**Question: Why do the lowest empty bands of PtS₂ move up together when I change the hybrid functional?**

I have the band levels of a PtS₂ monolayer from two hybrid functionals, HSE06 (the cheaper level) and PBE0 (the costlier one). The atoms sit at the same positions in both.

Band levels of a 1T PtS₂ monolayer (in-plane lattice constant 3.538 Å), computed with HSE06 (cheaper level) and PBE0 (costlier level) in Ansatz 0.2.0, plane-wave PAW, 420 eV cutoff, 6×6×1 k mesh, without spin polarisation. Both use the same r2SCAN-relaxed geometry, and energies are relative to each functional's own valence top.

```
point name  band v2, cheaper level (eV)  band v1, cheaper level (eV)  band c1, cheaper level (eV)  band c2, cheaper level (eV)  band v2, costlier level (eV)  band v1, costlier level (eV)  band c1, costlier level (eV)  band c2, costlier level (eV)
     Gamma                       -0.091                       -0.091                        4.223                        4.223                        -0.084                        -0.084                         4.940                         4.940
         M                       -2.042                       -1.471                        3.894                        4.018                        -2.062                        -1.493                         4.633                         4.749
         K                       -1.012                       -1.012                        3.122                        3.122                        -1.044                        -1.044                         3.841                         3.841
   extra_v                       -0.093                       -0.080                        3.122                        3.930                        -0.090                        -0.088                         3.821                         4.645
   extra_c                       -0.324                       -0.152                        2.667                        3.796                        -0.324                        -0.145                         3.343                         4.508
   extra_d                       -0.198                       -0.139                        2.741                        3.826                        -0.195                        -0.133                         3.421                         4.538
```

v1 and v2 are the two highest filled bands, c1 and c2 the two lowest empty ones. Gamma, M and K are the usual symmetry points. The "extra" points were picked from the bands of a simpler PBE calculation.

The filled levels hardly change, but every empty level in the table goes up by about 0.7 eV. I had expected a larger gap to come with bands stretched in proportion. Why is it nearly a rigid lift, and why do extra_c and extra_d lag behind?

**Answer**

The two functionals differ in how far exchange reaches, and long-range exchange hardly notices which $k$ point a level belongs to. What it does notice is whether the level is filled. That is why the gap opens by 25 %, from 2.67 to 3.34 eV, while the span of c1 over your six points grows by less than 3 %.

Exchange lowers the energy of an electron in a filled state because electrons of the same spin keep out of each other's way. Each electron is surrounded by an "exchange hole", a region from which one electron's worth of like-spin charge is missing. An empty state is orthogonal to all the filled ones, and when the interaction varies slowly in space it gains almost nothing from this. Both hybrids take a quarter of their short-range exchange in this exact form, but HSE06 fades the exact part out over about 5 Å and PBE0 keeps it at all distances.

Five ångströms is about twice the Pt–S bond of 2.39 Å. If the hole is compact on that scale, the part of the interaction that PBE0 adds is almost constant across it. Details of the orbital, such as how much platinum or sulphur it contains, then matter little. All filled levels are lowered by nearly the same amount, at every $k$ point.

**How large should the step be?** The long-range part of the electron–electron interaction is

$$v(r)=k_e\,\frac{\operatorname{erf}(\omega r)}{r},\qquad v(0)=C=\frac{2k_e\,\omega}{\sqrt{\pi}},$$

where $r$ is the distance between two electrons, $k_e=14.4$ eV Å is the Coulomb constant times the squared electron charge, and $\omega$ is about 0.20 Å⁻¹ in HSE06. Now replace $v(r)$ by its value $C$ at zero distance.

1. A quarter of exact long-range exchange lowers each filled level by $C/4$ and leaves the empty ones alone.
2. It replaces a quarter of the PBE long-range exchange. That was a local potential, which acts on filled and empty levels alike. For a constant interaction it equals $-C/2$, so taking a quarter of it away raises every level by $C/8$.
3. The net result is that filled levels fall by $C/8$, empty levels rise by $C/8$, and the gap opens by $C/4$.

With the numbers put in, $C=2\times14.4\times0.20/1.77\approx3.25$ eV, so the gap should open by about 0.81 eV. The calculation gives 0.68 eV, or about four fifths of that. An overestimate is what the simplification should produce, because the real interaction weakens with distance and the hole has a finite size. No value from your table went into the estimate.

**Do the filled levels really stay put?** They only seem to, because each column is measured from its own valence top, which pins that level at zero. (The top itself is in no row of your table: in both runs it lies at the mesh point (1/6, 1/6, 0), midway between Gamma and K.) On the energy scale that the two runs share, the valence top falls by 0.36 eV and the lowest empty level rises by 0.31 eV. The estimate gives 0.41 eV for each. Every filled level in the outputs, even those some 100 eV below the top, falls by 0.36 to 0.44 eV. The zero of that scale is a convention of the calculation, so the even split is weaker evidence than the size of the opening.

**Why not a stretch?** A stretch would lift the higher empty levels more. In HSE06 the c1 level at Gamma lies above the one at M, yet it rises less, by 0.72 eV against 0.74 eV. The height of a level alone therefore doesn't decide how far it moves, and some higher empty bands, beyond those in your table, even rise by clearly less. The small differences among the listed levels are expected to come mainly from the shapes of the orbitals, which the outputs don't show.

**Why extra_c and extra_d lag.** Their c1 levels rise by only 0.68 eV, although c2 at the same points rises by the usual 0.71 eV. By symmetry both points lie on the line from Gamma to M. Along it the rise of c1 shrinks from 0.72 eV at Gamma to 0.69 eV at (1/6, 0, 0) and 0.68 eV at extra_d and extra_c, then grows to 0.71 eV at (1/3, 0, 0) and 0.74 eV at M. The two extra points lie off the regular $k$ mesh of the calculation and the others on it, yet all follow one smooth curve. Nothing here suggests that the dip is a numerical error.

A likely cause is the little that an empty state does gain from exchange. The added interaction isn't quite constant, so an empty level is still lowered slightly by filled levels to which it is linked by a dipole, as in the absorption of light. That link tends to be stronger where the two lie close in energy, and the direct gap is smallest at extra_c. One pair of rows fits this well: K and extra_v have the same c1 level in HSE06, but K, where the direct gap is wider, rises by 0.02 eV more. That is a hint and not a proof, because the outputs hold no orbitals with which to test the link itself.

Long-range exchange is also sensitive to a coarse $k$ mesh, which could shift the filled levels against the empty ones. A denser mesh is needed before the PBE0 gap, and with it the agreement with the estimate, is taken as converged.

**The filled levels that do move.** At K and M they sink by 0.02 to 0.03 eV relative to the valence top. This is a slight widening of the valence band, but not an even one: K sinks more than M although it lies less deep. I have no tested reason for that. Gamma and extra_v also swap order near the top, but they lie within about a hundredth of an eV of each other in both runs, and I would read no physics into it. Spin–orbit coupling, which is absent here and matters for platinum, could rearrange levels that close.

**What you can use.** For this monolayer, adding 0.7 eV to the empty HSE06 levels reproduces all the listed PBE0 ones to within about 0.04 eV. The estimate contains no property of platinum or sulphur, only the exchange fraction and the screening length. For another insulator with a compact exchange hole, the first guess is therefore a fixed step somewhat below 0.8 eV, and not a fixed percentage of the gap. Which of the two gaps is closer to a real PtS₂ layer is a separate question, and it needs a measured value or a higher level of theory.
